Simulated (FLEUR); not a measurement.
Here is a FLEUR MaX-R8.1 (later development tree) calculation.

Contents of inp.xml:

```xml
<?xml version="1.0" encoding="UTF-8" standalone="no"?>
<fleurInput fleurInputVersion="0.39">
   <comment>
      ZrS2                                                                                                
   </comment>
   <calculationSetup>
      <cutoffs Kmax="5.08" Gmax="15.7" GmaxXC="15.7" numbands="0"/>
      <scfLoop itmax="60" minDistance="0.00001" maxIterBroyd="15" imix="Anderson" alpha="0.05" precondParam="0.0" spinf="2.0" sdNocoIR="T"/>
      <coreElectrons ctail="T" frcor="F" kcrel="0" coretail_lmax="0"/>
      <xcFunctional name="LibXC" relativisticCorrections="F">
         <LibXCName exchange="gga_x_am05" correlation="gga_c_am05"/>
      </xcFunctional>
      <magnetism jspins="1"/>
      <soc l_soc="F" theta="0.0" phi="0.0" spav="F"/>
      <expertModes spex="0" secvar="F"/>
      <geometryOptimization l_f="F" forcealpha="1.0" forcemix="BFGS" epsdisp="0.00001" epsforce="0.00001"/>
      <ldaU l_linMix="F" mixParam="0.05" spinf="1.0"/>
   </calculationSetup>
   <cell>
      <bzIntegration valenceElectrons="24.0" mode="hist" fermiSmearingEnergy="0.00183747">
         <kPointListSelection listName="default-1"/>
         <!-- k-points included here -->
         <xi:include xmlns:xi="http://www.w3.org/2001/XInclude" href="kpts.xml"> </xi:include>
      </bzIntegration>
      <!-- symmetry operations included here -->
      <xi:include xmlns:xi="http://www.w3.org/2001/XInclude" href="sym.xml"> </xi:include>
      <bulkLattice scale="1.0">
         <bravaisMatrix>
            <row-1>    6.9757020402496206     0.0000000000000000     0.0000000000000000</row-1>
            <row-2>   -3.4878510201248103     6.0411351760618333     0.0000000000000000</row-2>
            <row-3>    0.0000000000000000     0.0000000000000000    11.4159810465174552</row-3>
         </bravaisMatrix>
      </bulkLattice>
   </cell>
   <atomSpecies>
      <species name="Zirconium (Zr)" element="Zr" atomicNumber="40">
         <mtSphere radius="2.57" gridPoints="849" logIncrement="0.015"/>
         <atomicCutoffs lmax="10" lnonsphr="8"/>
         <electronConfig flipSpins="F">
            <coreConfig>(1s1/2) (2s1/2) (2p1/2) (2p3/2) (3s1/2) (3p1/2) (3p3/2) (3d3/2) (3d5/2)</coreConfig>
            <valenceConfig>(4s1/2) (4p1/2) (4p3/2) (5s1/2) (4d3/2) (4d5/2)</valenceConfig>
            <stateOccupation state="(4d3/2)" spinUp="0.400000" spinDown="0.400000"/>
            <stateOccupation state="(4d5/2)" spinUp="0.600000" spinDown="0.600000"/>
         </electronConfig>
         <energyParameters s="5" p="5" d="4" f="4"/>
         <lo type="SCLO" l="0" n="4" eDeriv="0"/>
         <lo type="SCLO" l="1" n="4" eDeriv="0"/>
         <lo type="SCLO" l="1" n="4" eDeriv="1"/>
         <lo type="SCLO" l="2" n="4" eDeriv="2"/>
         <lo type="SCLO" l="3" n="4" eDeriv="2"/>
      </species>
      <species name="Sulfur (S)" element="S" atomicNumber="16">
         <mtSphere radius="1.93" gridPoints="639" logIncrement="0.018"/>
         <atomicCutoffs lmax="8" lnonsphr="6"/>
         <electronConfig flipSpins="F">
            <coreConfig>(1s1/2) (2s1/2) (2p1/2) (2p3/2)</coreConfig>
            <valenceConfig>(3s1/2) (3p1/2) (3p3/2)</valenceConfig>
            <stateOccupation state="(3p1/2)" spinUp="0.666667" spinDown="0.666667"/>
            <stateOccupation state="(3p3/2)" spinUp="1.333333" spinDown="1.333333"/>
         </electronConfig>
         <energyParameters s="3" p="3" d="3" f="4"/>
         <lo type="SCLO" l="0" n="3" eDeriv="2"/>
         <lo type="SCLO" l="1" n="3" eDeriv="2"/>
         <lo type="SCLO" l="2" n="3" eDeriv="2"/>
         <lo type="SCLO" l="3" n="4" eDeriv="2"/>
      </species>
   </atomSpecies>
   <atomGroups>
      <atomGroup species="Zirconium (Zr)">
         <relPos label="                   1">.0000000000 .0000000000 .0000000000</relPos>
         <force calculate="T" relaxXYZ="TTT"/>
      </atomGroup>
      <atomGroup species="Sulfur (S)">
         <relPos label="                   2">1.000/3.000 -1.000/3.000 .2379099700</relPos>
         <relPos label="                   3">-1.000/3.000 1.000/3.000 -.2379099700</relPos>
         <force calculate="T" relaxXYZ="TTT"/>
      </atomGroup>
   </atomGroups>
   <output dos="F" band="F" slice="F">
      <checks vchk="F" cdinf="F"/>
      <bandDOS minEnergy="-.5*Htr" maxEnergy="0.5*Htr" sigma="0.015" storeEVData="T"/>
      <vacuumDOS vacdos="F" integ="F" star="F" nstars="0" locx1="0.0" locy1="0.0" locx2="0.0" locy2="0.0" nstm="0" tworkf="0.0"/>
      <unfoldingBand unfoldBand="F" supercellX="1" supercellY="1" supercellZ="1"/>
      <plotting iplot="0" polar="F">
         <plot TwoD="T" vec1="  1.0  0.0  0.0" vec2="  0.0  1.0  0.0" vec3="  0.0  0.0  1.0" zero="  0.0  0.0  0.0" file="plot"/>
      </plotting>
      <chargeDensitySlicing numkpt="0" minEigenval="0.0" maxEigenval="0.0" nnne="0" pallst="F"/>
      <specialOutput eonly="F"/>
      <moessbauerParams electricFieldGradient="T" isomerShift="T" coreHyperfine="T" valenceHyperfine="T"/>
      <magneticCircularDichroism mcd="F" energyLo="-10.0" energyUp="0.0"/>
   </output>
  <!-- We include the file relax.xml here to enable relaxations (see documentation) -->
  <xi:include xmlns:xi="http://www.w3.org/2001/XInclude" href="relax.xml"> <xi:fallback/> </xi:include>
</fleurInput>
```

The input crystal.txt:

```
ZrS2
&input cartesian=F /
3.6913825498  0.0000000000  0.0000000000
-1.8456912749  3.1968310632  0.0000000000
0.0000000000  0.0000000000  6.0410770100
1.8897261246
1.0 1.0 1.0

3
40 0.0000000000  0.0000000000  0.0000000000
16 0.3333333333  0.6666666667  0.2379099700
16 0.6666666667  0.3333333333  0.7620900300

&kpt div1=8 div2=8 div3=5 gamma=T /
```

inp.xml (bands)

```
<?xml version="1.0" encoding="UTF-8" standalone="no"?>
<fleurInput fleurInputVersion="0.39">
   <comment>
      ZrS2                                                                                                
   </comment>
   <calculationSetup>
      <cutoffs Kmax="5.08" Gmax="15.7" GmaxXC="15.7" numbands="0"/>
      <scfLoop itmax="60" minDistance="0.00001" maxIterBroyd="15" imix="Anderson" alpha="0.05" precondParam="0.0" spinf="2.0" sdNocoIR="T"/>
      <coreElectrons ctail="T" frcor="F" kcrel="0" coretail_lmax="0"/>
      <xcFunctional name="LibXC" relativisticCorrections="F">
         <LibXCName exchange="gga_x_am05" correlation="gga_c_am05"/>
      </xcFunctional>
      <magnetism jspins="1"/>
      <soc l_soc="F" theta="0.0" phi="0.0" spav="F"/>
      <expertModes spex="0" secvar="F"/>
      <geometryOptimization l_f="F" forcealpha="1.0" forcemix="BFGS" epsdisp="0.00001" epsforce="0.00001"/>
      <ldaU l_linMix="F" mixParam="0.05" spinf="1.0"/>
   </calculationSetup>
   <cell>
      <bzIntegration valenceElectrons="24.0" mode="hist" fermiSmearingEnergy="0.00183747">
         <kPointListSelection listName="path-1"/>
         <!-- k-points included here -->
         <xi:include xmlns:xi="http://www.w3.org/2001/XInclude" href="kpts.xml"> </xi:include>
      </bzIntegration>
      <!-- symmetry operations included here -->
      <xi:include xmlns:xi="http://www.w3.org/2001/XInclude" href="sym.xml"> </xi:include>
      <bulkLattice scale="1.0">
         <bravaisMatrix>
            <row-1>    6.9757020402496206     0.0000000000000000     0.0000000000000000</row-1>
            <row-2>   -3.4878510201248103     6.0411351760618333     0.0000000000000000</row-2>
            <row-3>    0.0000000000000000     0.0000000000000000    11.4159810465174552</row-3>
         </bravaisMatrix>
      </bulkLattice>
   </cell>
   <atomSpecies>
      <species name="Zirconium (Zr)" element="Zr" atomicNumber="40">
         <mtSphere radius="2.57" gridPoints="849" logIncrement="0.015"/>
         <atomicCutoffs lmax="10" lnonsphr="8"/>
         <electronConfig flipSpins="F">
            <coreConfig>(1s1/2) (2s1/2) (2p1/2) (2p3/2) (3s1/2) (3p1/2) (3p3/2) (3d3/2) (3d5/2)</coreConfig>
            <valenceConfig>(4s1/2) (4p1/2) (4p3/2) (5s1/2) (4d3/2) (4d5/2)</valenceConfig>
            <stateOccupation state="(4d3/2)" spinUp="0.400000" spinDown="0.400000"/>
            <stateOccupation state="(4d5/2)" spinUp="0.600000" spinDown="0.600000"/>
         </electronConfig>
         <energyParameters s="5" p="5" d="4" f="4"/>
         <lo type="SCLO" l="0" n="4" eDeriv="0"/>
         <lo type="SCLO" l="1" n="4" eDeriv="0"/>
         <lo type="SCLO" l="1" n="4" eDeriv="1"/>
         <lo type="SCLO" l="2" n="4" eDeriv="2"/>
         <lo type="SCLO" l="3" n="4" eDeriv="2"/>
      </species>
      <species name="Sulfur (S)" element="S" atomicNumber="16">
         <mtSphere radius="1.93" gridPoints="639" logIncrement="0.018"/>
         <atomicCutoffs lmax="8" lnonsphr="6"/>
         <electronConfig flipSpins="F">
            <coreConfig>(1s1/2) (2s1/2) (2p1/2) (2p3/2)</coreConfig>
            <valenceConfig>(3s1/2) (3p1/2) (3p3/2)</valenceConfig>
            <stateOccupation state="(3p1/2)" spinUp="0.666667" spinDown="0.666667"/>
            <stateOccupation state="(3p3/2)" spinUp="1.333333" spinDown="1.333333"/>
         </electronConfig>
         <energyParameters s="3" p="3" d="3" f="4"/>
         <lo type="SCLO" l="0" n="3" eDeriv="2"/>
         <lo type="SCLO" l="1" n="3" eDeriv="2"/>
         <lo type="SCLO" l="2" n="3" eDeriv="2"/>
         <lo type="SCLO" l="3" n="4" eDeriv="2"/>
      </species>
   </atomSpecies>
   <atomGroups>
      <atomGroup species="Zirconium (Zr)">
         <relPos label="                   1">.0000000000 .0000000000 .0000000000</relPos>
         <force calculate="T" relaxXYZ="TTT"/>
      </atomGroup>
      <atomGroup species="Sulfur (S)">
         <relPos label="                   2">1.000/3.000 -1.000/3.000 .2379099700</relPos>
         <relPos label="                   3">-1.000/3.000 1.000/3.000 -.2379099700</relPos>
         <force calculate="T" relaxXYZ="TTT"/>
      </atomGroup>
   </atomGroups>
   <output dos="F" band="T" slice="F">
      <checks vchk="F" cdinf="F"/>
      <bandDOS minEnergy="-.5*Htr" maxEnergy="0.5*Htr" sigma="0.015" storeEVData="T"/>
      <vacuumDOS vacdos="F" integ="F" star="F" nstars="0" locx1="0.0" locy1="0.0" locx2="0.0" locy2="0.0" nstm="0" tworkf="0.0"/>
      <unfoldingBand unfoldBand="F" supercellX="1" supercellY="1" supercellZ="1"/>
      <plotting iplot="0" polar="F">
         <plot TwoD="T" vec1="  1.0  0.0  0.0" vec2="  0.0  1.0  0.0" vec3="  0.0  0.0  1.0" zero="  0.0  0.0  0.0" file="plot"/>
      </plotting>
      <chargeDensitySlicing numkpt="0" minEigenval="0.0" maxEigenval="0.0" nnne="0" pallst="F"/>
      <specialOutput eonly="F"/>
      <moessbauerParams electricFieldGradient="T" isomerShift="T" coreHyperfine="T" valenceHyperfine="T"/>
      <magneticCircularDichroism mcd="F" energyLo="-10.0" energyUp="0.0"/>
   </output>
  <!-- We include the file relax.xml here to enable relaxations (see documentation) -->
  <xi:include xmlns:xi="http://www.w3.org/2001/XInclude" href="relax.xml"> <xi:fallback/> </xi:include>
</fleurInput>
```

Potentials or basis: all-electron, FLAPW.

Run with:

```console
$ inpgen -f crystal.txt -profile fastHighL
$ # inp.xml edited to the form shown
$ fleur_MPI
$ fleur_MPI   # second run, on inp.xml (bands)
```

(1) Estimate the band gap on the k mesh.

(2) Predict the band gap along the path.

Answers

(1) 0.98 eV, indirect (least direct gap 1.55 eV).

(2) 0.95 eV, indirect (least direct gap 1.55 eV).

**The experiment to reproduce.**

From “Stress-Tuned Optical Transitions in Layered 1T-MX2 (M= Hf, Zr, Sn; X= S, Se) Crystals”, 2022, arxiv:2210.12074, for a bulk crystal of ZrS2: band gap 1.68 eV (indirect).

Against the measured gap of ZrS2, 1.68 eV (indirect; quoted in “Stress-Tuned Optical Transitions in Layered 1T-MX2 (M= Hf, Zr, Sn; X= S, Se) Crystals”, 2022, arxiv:2210.12074), the calculated 0.95 eV is off by -0.73 eV. Spin-orbit coupling on Zr is left out. The value is that of AM05, without temperature or zero-point motion. Semilocal functionals fall short of measured gaps as a rule. The cell is a database's relaxed one, not the measured one, which moves gaps too.
